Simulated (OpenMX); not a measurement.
NiSb (Breithauptite):

```
CELL_PARAMETERS angstrom
3.92800 0.00000 0.00000
-1.96400 3.40175 0.00000
0.00000 0.00000 5.12000
ATOMIC_POSITIONS crystal
Sb 0.66667 0.33333 0.75000
Sb 0.33333 0.66667 0.25000
Ni 0.00000 0.00000 0.50000
Ni 0.00000 0.00000 0.00000
```

Base run:

- Program: OpenMX 3.8.5
- Functional: PBE
- Potentials or basis: OpenMX 2013 PBE set, Sb7.0-s3p2d2, Ni6.0H-s3p2d2, grid cutoff 500 Ry
- k mesh: 9 × 9 × 5
- Occupations: fermi-dirac, width 0.05 eV
- Spin: collinear spin, ferromagnetic start
- Starting moments: [0.0, 0.0, 1.0, 1.0] μB

Its results: pressure 10.0 GPa; net moment 0.00 μB per cell; largest force 0.024 eV/Å.

Task: The run is repeated on the same cell with these changes: functional from PBE to LDA; potentials or basis from OpenMX 2013 PBE set, Sb7.0-s3p2d2, Ni6.0H-s3p2d2, grid cutoff 500 Ry to OpenMX 2013 LDA set, Sb7.0-s3p2d2, Ni6.0H-s3p2d2, grid cutoff 500 Ry. What comes out?

Result: Pressure 0.4 GPa; net moment 0.00 μB per cell; largest force 0.016 eV/Å.

Caveats: the basis of atomic orbitals isn't converged, which shifts pressures, moduli and gaps.

Not every run made on this cell is shown here.
